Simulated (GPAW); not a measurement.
# GaAs (F-43m) in GPAW: settings compared

Aim: see how the results for GaAs move with the level of theory and the settings. Levels: WC, RPBE+D4, PBE. Tasks: equation of state, band structure.

Program: GPAW 26.7.0. These are calculated values, not measurements. Logs are shortened: lines on timing, memory, paths and dates and some standing lists are left out, and cuts for length are marked. The log counts tension as positive stress, the text compression.

## (1) The crystal as given

Symmetry: F-43m, No. 216, cubic system. The conventional cell has a = 5.654 Å, b = 5.654 Å, c = 5.654 Å, α = 90.00°, β = 90.00°, γ = 90.00°. As (site symmetry -43m) has 4 Ga at 2.45 Å as nearest neighbours. Ga (site symmetry -43m) is surrounded by 4 As at 2.45 Å.

## (2) Equation of state, WC

Contents of run.py:

```python
from ase.eos import EquationOfState
from ase.io import Trajectory, read
from ase.units import GPa
from gpaw import GPAW, PW, setup_paths

setup_paths.insert(0, '.')

atoms = read('GaAs.xyz')

traj = Trajectory('eos.traj', 'w')
volumes, energies = [], []
for x in [0.94, 0.96, 0.98, 1.0, 1.02, 1.04, 1.06]:
    a = atoms.copy()
    a.set_cell(atoms.cell * x**(1 / 3), scale_atoms=True)
    calc = GPAW(mode=PW(600),
                xc='WC',
                kpts={'size': (8, 8, 8), 'gamma': True},
                occupations={'name': 'fermi-dirac', 'width': 0.05},
                nbands=11,
                convergence={'density': 1e-05, 'energy': 1e-05},
                maxiter=150,
                txt=f'eos-{x:.2f}.txt')
    a.calc = calc
    energies.append(a.get_potential_energy(force_consistent=True))
    volumes.append(a.get_volume())
    p = -a.get_stress()[:3].mean() / GPa
    calc.write(f'eos-{x:.2f}.gpw')
    traj.write(a)
    print(f'{x:.2f} {volumes[-1]:10.4f} A^3 {energies[-1]:14.6f} eV {p:9.3f} GPa', flush=True)

v0, e0, B = EquationOfState(volumes, energies, eos='birchmurnaghan').fit()
print(f'V0 = {v0:.4f} A^3, E0 = {e0:.6f} eV, B0 = {B / GPa:.2f} GPa')
```

Contents of GaAs.xyz:

```xyz
2
Lattice="0.0000000000 2.8268500000 2.8268500000 2.8268500000 0.0000000000 2.8268500000 2.8268500000 2.8268500000 0.0000000000" Properties=species:S:1:pos:R:3 pbc="T T T"
As     4.2402750000      4.2402750000      4.2402750000
Ga     0.0000000000      0.0000000000      0.0000000000
```

Potentials or basis: PAW data sets generated in the run's folder for this functional, pw.

Started as:

```bash
> gpaw-setup -f WC As Ga
> OMP_NUM_THREADS=1 python run.py
```

The program printed:

```text
__  _  _
 | _ |_)|_||  |
 |__||  | ||/\| - 26.7.0

Input parameters:
  mode=PW(ecut=600.0),
  convergence={'density': 1e-05, 'energy': 1e-05},
  kpts=MonkhorstPack(size=(8, 8, 8), gamma=True),
  maxiter=150,
  nbands=11,
  occupations=Occupations(name='fermi-dirac', width=0.05),
  xc=XC(name='WC')

Diagonalizing LCAO Hamiltonian
Converting LCAO to pw mode

                    As

       Ga

Atoms  # Å, Bohr magnetons
|   | symbol |        x |        y |        z |    initial magnetic moments |
|---|--------|----------|----------|----------|-----------------------------|
| 0 |     As | 4.182967 | 4.182967 | 4.182967 | ( 0.0000,  0.0000,  0.0000) |
| 1 |     Ga | 0.000000 | 0.000000 | 0.000000 | ( 0.0000,  0.0000,  0.0000) |

Unit cell  # Å
| periodic |        x |        y |        z |  lengths |    angles |
|----------|----------|----------|----------|----------|-----------|
|      yes | 0.000000 | 2.788645 | 2.788645 | 3.943739 | 60.000000 |
|      yes | 2.788645 | 0.000000 | 2.788645 | 3.943739 | 60.000000 |
|      yes | 2.788645 | 2.788645 | 0.000000 | 3.943739 | 60.000000 |

Number of symmetries: 24
Symmetry operations  # r_c * U_cc + t_c -> r_c
|    | kind |            matrix            |
|----|------|------------------------------|
|  0 |  E   |  1, 0, 0,  0, 1, 0,  0, 0, 1 |
|  1 |  σ   |  1, 0, 0,  0, 0, 1,  0, 1, 0 |
|  2 |  σ   |  1, 0,-1,  0, 1,-1,  0, 0,-1 |
|  3 |  C3  |  1, 0,-1,  0, 0,-1,  0, 1,-1 |
|  4 |  C3  |  1,-1, 0,  0,-1, 1,  0,-1, 0 |
|  5 |  σ   |  1,-1, 0,  0,-1, 0,  0,-1, 1 |
|  6 |  σ   |  0, 1, 0,  1, 0, 0,  0, 0, 1 |
|  7 |  C3  |  0, 1, 0,  0, 0, 1,  1, 0, 0 |
|  8 |  C2  |  0, 1,-1,  1, 0,-1,  0, 0,-1 |
|  9 |  S4  |  0, 1,-1,  0, 0,-1,  1, 0,-1 |
| 10 |  C3  |  0, 0, 1,  1, 0, 0,  0, 1, 0 |
| 11 |  σ   |  0, 0, 1,  0, 1, 0,  1, 0, 0 |
| 12 |  S4  |  0, 0,-1,  1, 0,-1,  0, 1,-1 |
| 13 |  C3  |  0, 0,-1,  0, 1,-1,  1, 0,-1 |
| 14 |  S4  |  0,-1, 1,  1,-1, 0,  0,-1, 0 |
| 15 |  C2  |  0,-1, 1,  0,-1, 0,  1,-1, 0 |
| 16 |  C3  |  0,-1, 0,  1,-1, 0,  0,-1, 1 |
| 17 |  S4  |  0,-1, 0,  0,-1, 1,  1,-1, 0 |
| 18 |  S4  | -1, 1, 0, -1, 0, 1, -1, 0, 0 |
| 19 |  C3  | -1, 1, 0, -1, 0, 0, -1, 0, 1 |
| 20 |  C3  | -1, 0, 1, -1, 1, 0, -1, 0, 0 |
| 21 |  S4  | -1, 0, 1, -1, 0, 0, -1, 1, 0 |
| 22 |  σ   | -1, 0, 0, -1, 1, 0, -1, 0, 1 |
| 23 |  C2  | -1, 0, 0, -1, 0, 1, -1, 1, 0 |

BZ-sampling:
  Number of BZ points: 512
  Number of IBZ points: 29

  Monkhorst-Pack size: [8, 8, 8]
  Monkhorst-Pack shift: [0.0625, 0.0625, 0.0625]

K-points  # in reciprocal-cell coordinates
|     |                                coordinates |     weight |
|-----|--------------------------------------------|------------|
|   0 | (  0.00000000,   0.00000000,   0.00000000) | 0.00195312 |
|   1 | (  0.12500000,   0.12500000,   0.00000000) | 0.01171875 |
|   2 | (  0.12500000,   0.12500000,   0.12500000) | 0.01562500 |
|   3 | (  0.25000000,   0.12500000,   0.12500000) | 0.02343750 |
|   4 | (  0.25000000,   0.25000000,   0.00000000) | 0.01171875 |
|   5 | (  0.25000000,   0.25000000,   0.12500000) | 0.04687500 |
|   6 | (  0.25000000,   0.25000000,   0.25000000) | 0.01562500 |
|   7 | (  0.37500000,   0.25000000,  -0.37500000) | 0.04687500 |
|   8 | (  0.37500000,   0.25000000,   0.12500000) | 0.04687500 |
|   9 | (  0.37500000,   0.25000000,   0.25000000) | 0.04687500 |
| ... |                                            |            |
|  28 | (  0.50000000,   0.50000000,   0.50000000) | 0.00781250 |

Plane wave coefficients: 1459
Cutoff: 600.0 eV

Spin-components: 1 (collinear spins)
Bands:           11
Projectors:      10
Spin-degeneracy: 2
Datatype:        complex128

Parallelization:
  kpt:    1
  domain: 1
  band:   1

Density:
  Valence electrons: 8.0
  Components: 1
  Grid points: [24 24 24]
  Charge: 0.0  # |e|

Potential:
  Grid points: [24 24 24]

species:
  As:
    name:    Arsenic
    Z:       33.0
    valence: 5
    core:    28
    charge:  0.0  # [|e|]
    compensation charges:
      type: gauss
      rc: 0.33  # [Å]
      lmax: 2
    cutoffs:
      filter: 1.87  # [Å]
      core: 2.96  # [Å]
    projectors
    | kind |    occ | energy [eV] | rcut [Å] |
    |------|--------|-------------|----------|
    |   4s |  2.000 |     -14.518 |    1.058 |
    |   4p |  3.000 |      -5.196 |    1.058 |
    |    s |        |      12.693 |    1.058 |
    |    p |        |      22.015 |    1.058 |
    |    d |        |       0.000 |    1.058 |

    Using partial waves for As as LCAO basis

  Ga:
    name:    Gallium
    Z:       31.0
    valence: 3
    core:    28
    charge:  0.0  # [|e|]
    compensation charges:
      type: gauss
      rc: 0.37  # [Å]
      lmax: 2
    cutoffs:
      filter: 2.06  # [Å]
      core: 4.17  # [Å]
    projectors
    | kind |    occ | energy [eV] | rcut [Å] |
    |------|--------|-------------|----------|
    |   4s |  2.000 |      -8.985 |    1.164 |
    |   4p |  1.000 |      -2.557 |    1.164 |
    |    s |        |      18.226 |    1.164 |
    |    p |        |      24.654 |    1.164 |
    |    d |        |       0.000 |    1.164 |

    Using partial waves for Ga as LCAO basis

Reference energy: -114361.160243  # eV

eigensolver:
  PPCG
  Converge bands: occupied
  niter=2

density mixing:
  MSR1-Mixer
  Pratt-step length: 0.05
  Maximum mixing coefficient: 0.75
  Old densities: 10
  SVD Regularization: 0.005
  Good broyden scale: 1.0
  Trust region scale: 1.0
  Backstep threshold: 4.0
  History deletion threshold: 6.0
  Fourier metric: weight=20.0, sigma=0.015

occupation numbers:
  Fermi-Dirac:
    width: 0.0500  # eV

poisson solver:
  ecut: 4800.0  # eV

xc functional:
  name: WC with 2 nearest neighbor stencil

convergence criteria:
- Maximum integral of absolute [dens]ity change: 1e-05 electrons / valence electron
- Maximum [total energy] change in last 3 cyles: 1e-05 eV / valence electron
- Maximum integral of absolute [eigenst]ate change: 4e-08 eV^2 / valence electron
maximum number of iterations: 150

SCF iterations
|iter     | |      energy | eigst |  dens |
|---------|-|-------------|-------|-------|
|iter:   1| |   -9.046909 | -0.66 |       |
|iter:   2| |   -9.028442 | -3.07 | -0.91 |
|iter:   3| |   -8.938099 | -2.27 | -0.94 |
|iter:   4| |   -8.937840 | -3.73 | -1.56 |
|iter:   5| |   -8.937887 | -4.88 | -2.09 |
|iter:   6| |   -8.937892c| -6.13 | -2.87 |
|iter:   7| |   -8.937893c| -7.66c| -3.60 |
|iter:   8| |   -8.937893c| -7.52c| -4.10 |
|iter:   9| |   -8.937893c| -8.72c| -5.56c|

Converged in 9 steps
Energy contributions relative to reference atoms: (reference = -114361.160243)

Energy contributions:
  Kinetic:          31.067151
  Coulomb:         -27.449721
  Zero:              0.019886
  External:          0.000000
  Xc:              -12.575206
  Entropy:          -0.000003
  Spinorbit:         0.000000
  ----------------------------
  Free energy:      -8.937894
  Extrapolated:     -8.937893

dipole moment: (-10.733650, -10.733650, -10.733650)  # |e|*Ang

Fermi level: 5.614
Eigenvalues  # (at kpt = [0.000, 0.000, 0.000])
| band index |      eig [eV] | occ [0-2] |
|------------|---------------|-----------|
|          0 |        -7.839 |     2.000 |
|          1 |         5.197 |     2.000 |
|          2 |         5.197 |     2.000 |
|          3 |         5.197 |     2.000 |
|          4 |         5.974 |     0.001 |
|          5 |         8.949 |     0.000 |
|          6 |         8.949 |     0.000 |
|          7 |         8.949 |     0.000 |
|          8 |        12.758 |     0.000 |
|          9 |        15.396 |     0.000 |
|         10 |        15.397 |     0.000 |

Gap: 0.777 eV
Transition (v -> c):
  (s=0, k=0, n=3, [0.00, 0.00, 0.00]) -> (s=0, k=0, n=4, [0.00, 0.00, 0.00])
No difference between direct/indirect transitions

Stress tensor  # eV/Ang^3
|         x |         y |         z |
|-----------|-----------|-----------|
| -0.029645 | -0.000000 |  0.000000 |
| -0.000000 | -0.029645 |  0.000000 |
|  0.000000 |  0.000000 | -0.029645 |

# Writing to eos-0.96.gpw (mode='')
```

eos-0.94.txt:

```text
SCF iterations
|iter     | |      energy | eigst |  dens |
|---------|-|-------------|-------|-------|
|iter:   1| |   -9.017399 | -0.64 |       |
|iter:   2| |   -8.998621 | -3.06 | -0.91 |
|iter:   3| |   -8.905486 | -2.24 | -0.94 |
|iter:   4| |   -8.905312 | -3.68 | -1.56 |
|iter:   5| |   -8.905389 | -4.86 | -2.09 |
[... 35 lines left out ...]
|          9 |        15.681 |     0.000 |
|         10 |        15.681 |     0.000 |

Gap: 0.943 eV
Transition (v -> c):
  (s=0, k=0, n=3, [0.00, 0.00, 0.00]) -> (s=0, k=0, n=4, [0.00, 0.00, 0.00])
No difference between direct/indirect transitions

Stress tensor  # eV/Ang^3
|         x |         y |         z |
|-----------|-----------|-----------|
| -0.042434 |  0.000000 |  0.000000 |
|  0.000000 | -0.042434 |  0.000000 |
|  0.000000 |  0.000000 | -0.042434 |

# Writing to eos-0.94.gpw (mode='')
```

Wall time 50 s (1 thread of AMD EPYC 7B13 (Zen 3), shared host); peak memory 0.21 GiB.

Results:

| Property | Result |
| --- | --- |
| Equilibrium volume | 22.99 Å³/atom |
| Bulk modulus | 71 GPa |
| Pressure derivative of the bulk modulus | 5.0 |

Energy against volume, from the lowest point:
```csv
volume (Å³/atom),energy (meV/atom)
21.234,34.48
21.686,18.23
22.138,7.45
22.590,1.55
23.041,0.00
23.493,2.32
23.945,8.05
```

## (3) Equation of state, RPBE+D4

Edit run.py of step 2 so:

```diff
@@ -1 +1,4 @@
+import spglib
+from ase import Atoms
+from ase.calculators.mixing import SumCalculator
 from ase.eos import EquationOfState
@@ -3,7 +6,9 @@
 from ase.units import GPa
-from gpaw import GPAW, PW, setup_paths
+from dftd4.ase import DFTD4
+from gpaw import GPAW, PW
 
-setup_paths.insert(0, '.')
-
-atoms = read('GaAs.xyz')
+atoms = read('GaAs.cif')
+cell, positions, numbers = spglib.find_primitive(
+    (atoms.cell[:], atoms.get_scaled_positions(), atoms.numbers), symprec=1e-4)
+atoms = Atoms(numbers, cell=cell, scaled_positions=positions, pbc=True)
 
@@ -15,3 +20,3 @@
     calc = GPAW(mode=PW(600),
-                xc='WC',
+                xc='RPBE',
                 kpts={'size': (8, 8, 8), 'gamma': True},
@@ -22,4 +27,4 @@
                 txt=f'eos-{x:.2f}.txt')
-    a.calc = calc
-    energies.append(a.get_potential_energy(force_consistent=True))
+    a.calc = SumCalculator([calc, DFTD4(method='rpbe')])
+    energies.append(a.get_potential_energy())
     volumes.append(a.get_volume())
```

Contents of GaAs.cif:

```cif
data_GaAs
_cell_length_a 5.65370000
_cell_length_b 5.65370000
_cell_length_c 5.65370000
_cell_angle_alpha 90.00000000
_cell_angle_beta 90.00000000
_cell_angle_gamma 90.00000000
_space_group_name_H-M_alt 'F-43m'
_space_group_name_Hall 'F -4 2 3'
_space_group_IT_number 216
loop_
_space_group_symop_operation_xyz
'x,y,z'
'y,-x,-z'
'-x,-y,z'
'-y,x,-z'
'x,-y,-z'
'y,x,z'
'-x,y,-z'
'-y,-x,z'
'z,x,y'
'-z,y,-x'
'z,-x,-y'
'-z,-y,x'
'-z,x,-y'
'z,y,x'
'-z,-x,y'
'z,-y,-x'
'y,z,x'
'-x,-z,y'
'-y,z,-x'
'x,-z,-y'
'-y,-z,x'
'x,z,y'
'y,-z,-x'
'-x,z,-y'
'x,y+1/2,z+1/2'
'y,-x+1/2,-z+1/2'
'-x,-y+1/2,z+1/2'
'-y,x+1/2,-z+1/2'
'x,-y+1/2,-z+1/2'
'y,x+1/2,z+1/2'
'-x,y+1/2,-z+1/2'
'-y,-x+1/2,z+1/2'
'z,x+1/2,y+1/2'
'-z,y+1/2,-x+1/2'
'z,-x+1/2,-y+1/2'
'-z,-y+1/2,x+1/2'
'-z,x+1/2,-y+1/2'
'z,y+1/2,x+1/2'
'-z,-x+1/2,y+1/2'
'z,-y+1/2,-x+1/2'
'y,z+1/2,x+1/2'
'-x,-z+1/2,y+1/2'
'-y,z+1/2,-x+1/2'
'x,-z+1/2,-y+1/2'
'-y,-z+1/2,x+1/2'
'x,z+1/2,y+1/2'
'y,-z+1/2,-x+1/2'
'-x,z+1/2,-y+1/2'
'x+1/2,y,z+1/2'
'y+1/2,-x,-z+1/2'
'-x+1/2,-y,z+1/2'
'-y+1/2,x,-z+1/2'
'x+1/2,-y,-z+1/2'
'y+1/2,x,z+1/2'
'-x+1/2,y,-z+1/2'
'-y+1/2,-x,z+1/2'
'z+1/2,x,y+1/2'
'-z+1/2,y,-x+1/2'
'z+1/2,-x,-y+1/2'
'-z+1/2,-y,x+1/2'
'-z+1/2,x,-y+1/2'
'z+1/2,y,x+1/2'
'-z+1/2,-x,y+1/2'
'z+1/2,-y,-x+1/2'
'y+1/2,z,x+1/2'
'-x+1/2,-z,y+1/2'
'-y+1/2,z,-x+1/2'
'x+1/2,-z,-y+1/2'
'-y+1/2,-z,x+1/2'
'x+1/2,z,y+1/2'
'y+1/2,-z,-x+1/2'
'-x+1/2,z,-y+1/2'
'x+1/2,y+1/2,z'
'y+1/2,-x+1/2,-z'
'-x+1/2,-y+1/2,z'
'-y+1/2,x+1/2,-z'
'x+1/2,-y+1/2,-z'
'y+1/2,x+1/2,z'
'-x+1/2,y+1/2,-z'
'-y+1/2,-x+1/2,z'
'z+1/2,x+1/2,y'
'-z+1/2,y+1/2,-x'
'z+1/2,-x+1/2,-y'
'-z+1/2,-y+1/2,x'
'-z+1/2,x+1/2,-y'
'z+1/2,y+1/2,x'
'-z+1/2,-x+1/2,y'
'z+1/2,-y+1/2,-x'
'y+1/2,z+1/2,x'
'-x+1/2,-z+1/2,y'
'-y+1/2,z+1/2,-x'
'x+1/2,-z+1/2,-y'
'-y+1/2,-z+1/2,x'
'x+1/2,z+1/2,y'
'y+1/2,-z+1/2,-x'
'-x+1/2,z+1/2,-y'
loop_
_atom_site_label
_atom_site_type_symbol
_atom_site_symmetry_multiplicity
_atom_site_Wyckoff_symbol
_atom_site_fract_x
_atom_site_fract_y
_atom_site_fract_z
_atom_site_occupancy
As1 As 4 c 0.2500000000 0.2500000000 0.2500000000 1
Ga1 Ga 4 a 0.0000000000 0.0000000000 0.0000000000 1
```

Potentials or basis: the program's PAW data sets (release 1.2.1) made for this functional, pw.

Started as:

```bash
> OMP_NUM_THREADS=1 python run.py
```

Run time: 54 s. Hardware: 1 thread of AMD EPYC 7B13 (Zen 3), shared host; peak memory 0.24 GiB.

The run converged. Its results:

```
Equilibrium volume                      : 22.60 Å³/atom
Bulk modulus                            : 74 GPa
Pressure derivative of the bulk modulus : 4.8
```

Energy against volume, from the lowest point:
```
volume (Å³/atom)  energy (meV/atom)
          21.234              21.50
          21.686               9.27
          22.138               2.30
          22.590               0.00
          23.041               1.90
          23.493               7.50
          23.945              16.42
```

## (4) Band structure, PBE

Contents of run.py:

```python
from ase.dft.bandgap import bandgap
from ase.io import read, write
from gpaw import GPAW

atoms = read('GaAs.cif')

calc = GPAW(mode='lcao',
            h=0.2,
            basis='dz(dzp)',
            xc='PBE',
            kpts={'size': (8, 8, 8), 'gamma': True},
            occupations={'name': 'fermi-dirac', 'width': 0.05},
            convergence={'density': 1e-05, 'energy': 1e-05},
            maxiter=150,
            txt='gpaw.txt')
atoms.calc = calc
energy = atoms.get_potential_energy()
forces = atoms.get_forces()
calc.write('gs.gpw')
write('result.traj', atoms)
print(f'Energy: {energy:.6f} eV')
print('Forces (eV/A):')
print(forces.round(4))
print('Fermi level:', round(calc.get_fermi_level(), 4), 'eV')
print(f'Gap: {bandgap(calc)[0]:.4f} eV, direct: {bandgap(calc, direct=True)[0]:.4f} eV')

path = atoms.cell.bandpath('GXWKGLUWLK,UX', npoints=80, eps=1e-4)
bs_calc = calc.fixed_density(kpts=path, symmetry='off', txt='bands.txt')
bs = bs_calc.band_structure()
bs.write('bs.json')
print(f'Gap on the path: {bandgap(bs_calc)[0]:.4f} eV')
```

Contents of GaAs.cif:

```cif
data_GaAs
_cell_length_a 3.99776961
_cell_length_b 3.99776961
_cell_length_c 3.99776961
_cell_angle_alpha 60.00000000
_cell_angle_beta 60.00000000
_cell_angle_gamma 60.00000000
_space_group_name_H-M_alt 'P1'
_space_group_name_Hall 'P 1'
_space_group_IT_number 1
loop_
_space_group_symop_operation_xyz
'x,y,z'
loop_
_atom_site_label
_atom_site_type_symbol
_atom_site_symmetry_multiplicity
_atom_site_Wyckoff_symbol
_atom_site_fract_x
_atom_site_fract_y
_atom_site_fract_z
_atom_site_occupancy
As1 As 1 a 0.7500000000 0.7500000000 0.7500000000 1
Ga1 Ga 1 a 0.0000000000 0.0000000000 0.0000000000 1
```

Potentials or basis: GPAW PAW data sets (gpaw-data 1.2.1), lcao:dz(dzp).

Started as:

```bash
> OMP_NUM_THREADS=1 python run.py
```

Wall time 19 s (1 thread of AMD EPYC 7B13 (Zen 3), shared host); peak memory 0.15 GiB.

These settings aren't checked as converged: the numbers below hold their error.

Results:

* Free energy: -7.8374 eV
* Band gap on the k mesh: 0.53 eV, direct
* Band gap along the path: 0.53 eV, direct

Caveat: the real-space grid adds noise to forces; the basis of atomic orbitals isn't converged, which shifts pressures, moduli and gaps.
